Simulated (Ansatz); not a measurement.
Take a crystal in which Rb has been replaced by Li on all its sites, with the cell rescaled by a rough guess (in some cases also distorted within its space group) and nothing relaxed:

```
Li Cl
1.0
     0.00000    2.69481    2.69481
     2.69481    0.00000    2.69481
     2.69481    2.69481    0.00000
Li Cl
1 1
Direct
  0.00000 0.00000 0.00000
  0.50000 0.50000 0.50000
```

Level of theory: Ansatz 0.2.0, DFT PBE, scalar-relativistic, plane waves, PAW.

Plane waves to 420 eV, a k mesh through Γ of 8×8×8 on the computed 2-atom cell and Gaussian smearing (0.02 eV); no spin polarisation.

Will this cell want to expand or contract, and how hard?

The pressure is -3.2 GPa (positive in compression), so the cell would contract.

Is it a metal on this mesh?

No: the gap is 5.57 eV, the least direct gap 5.57 eV.

What is its energy against the elements in their standard states?

-1.823 eV/atom at this unrelaxed geometry, with the elements in the same functional.